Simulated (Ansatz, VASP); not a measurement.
# Se in VASP and in Ansatz

The input INCAR:

```
SYSTEM = Se
PREC = Accurate
ENCUT = 520
EDIFF = 1E-7
ISMEAR = -1
SIGMA = 0.08
LREAL = .FALSE.
LASPH = .TRUE.
NELM = 80
ALGO = Normal
ISIF = 2
LWAVE = .FALSE.
LCHARG = .FALSE.
GGA = PE
NBANDS = 9
```

KPOINTS

```
regular mesh
0
G
  15 15 15
  0 0 0
```

POSCAR

```
Se
1.0
    2.3861122692      0.0000000000      0.0000000000
    0.0000000000      2.3861122692      0.0000000000
    0.0000000000      0.0000000000      2.3861122692
Se
1
Direct
    0.0000000000      0.0000000000      0.0000000000
```

Input for Ansatz:

```yaml
crystal:
  lattice:
    - [2.3861122692, 0.0, 0.0]
    - [0.0, 2.3861122692, 0.0]
    - [0.0, 0.0, 2.3861122692]
  atoms:
    - { symbol: Se, position: [0.0, 0.0, 0.0] }
kpoints:
  mp_grid: { grid: [15, 15, 15] }
scf:
  occupations: { method: fermi_dirac, width: 0.08 }
hamiltonian:
  xc: pbe
  pseudopotentials: { kind: paw }
output:
  forces: true
  stress: true
  eigenvalues: true
basis:
  ecutwfc: 1000
```

Change from the starting cell: volume scaled by 0.6, PAW files, ecut 1000.

Alike in both runs: task single point; functional PBE; k mesh 15 × 15 × 15; occupations fermi-dirac, width 0.08 eV; no spin polarisation.

```csv
,VASP,Ansatz
version,VASP 6.6.1,Ansatz 0.2.0
potentials or method,"VASP PAW PBE potentials, release 64 (Se)","PAW with Ansatz's default frozen-core files, scalar-relativistic"
plane-wave cutoff (eV),520,1000
valence electrons in the cell,6,16
```

Ansatz gave:

- pressure (GPa): 105.8

Problem. What did VASP give for the same quantities?

Solution. Pressure (GPa): 107.0.

The two sets of potentials don't hold the same shells in valence.

Caveats: the cell as given lies far from equilibrium; so large a pressure means that the cell lies far from this level's equilibrium, or that cutoff or potentials fall short (VASP).
